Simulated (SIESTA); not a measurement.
The system is Be.

```
CELL_PARAMETERS angstrom
2.28530 0.00000 0.00000
-1.14265 1.97913 0.00000
0.00000 0.00000 3.58420
ATOMIC_POSITIONS crystal
Be 0.66667 0.33333 0.75000
Be 0.33333 0.66667 0.25000
```

Base run:

```yaml
Program: SIESTA 5.4.2
Functional: PBE
Potentials_or_basis: PseudoDojo 0.4 standard (PBE files)
Basis: DZP (energy shift 0.003 Ry; two zetas on semicore shells)
Grid_cutoff: 800 Ry
Energy_shift: 0.003 Ry
k_mesh: 13 × 13 × 8
Occupations: fermi-dirac, width 0.05 eV
Spin: no spin polarisation
```

Its results: band gap on the k mesh none (metal or under the smearing width); pressure -2.5 GPa.

Q: The run is repeated on the same cell with these changes: functional from PBE to LDA; potentials or basis from PseudoDojo 0.4 standard (PBE files) to PseudoDojo 0.4 standard (LDA files). What comes out?

A: Band gap on the k mesh none (metal or under the smearing width); pressure -8.7 GPa.

Caveats: short orbitals over semicore shells can move pressures by several GPa; the basis of atomic orbitals isn't converged, which shifts pressures, moduli and gaps.

Not every run made on this cell is shown here.
